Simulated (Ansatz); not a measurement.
The elements of this relaxed trial crystal are hidden behind letters.

```
lattice vectors (Å)
   5.2915    0.0000    0.0000
  -2.6458    4.5826    0.0000
   0.0000    0.0000    2.6558
fractional positions
X 0.6667 0.3333 0.0000
X 0.3333 0.6667 0.0000
Z 0.5000 0.5000 0.5000
Z 0.5000 0.0000 0.5000
Z 0.0000 0.5000 0.5000
```

The calculation used DFT PBE, scalar-relativistic, plane waves, PAW (Ansatz). Cutoff 420 eV, Γ-centred 6×6×10 mesh (5-atom cell), Gaussian smearing of 0.02 eV, no spin polarisation.

```
Space group                               : P6/mmm (No. 191)
Conventional cell                         : a = 5.292 Å, c = 2.656 Å
Volume per atom                           : 12.88 Å³
Density                                   : 4.83 g/cm³
Formation energy                          : −1.413 eV/atom
Gap on the 6×6×10 mesh of the 5-atom cell : 1.08 eV
```

Energies are uncorrected and count from the elements' standard states at the same level.

**Question.** X is a p-block element of period 4 and Z is a p-block element of period 2. Which elements are they?

**Answer.** X = Ga, Z = O, so the formula is Ga2O3. Density times volume gives a mean mass of 4.83 × 12.88/1.6605 = 37.5 u per atom, and this set has 37.5 u. Ga has 6 O at 2.02 Å; O is surrounded by 4 Ga at 2.02 Å and 6 O at 2.65–2.66 Å. Other sets within the hints have nearly the same mass, so mass alone doesn't settle it; this one was computed.

Kohn–Sham gaps at this level usually fall short of measured ones. Symmetry constrained the relaxation, so the result can be a saddle point.
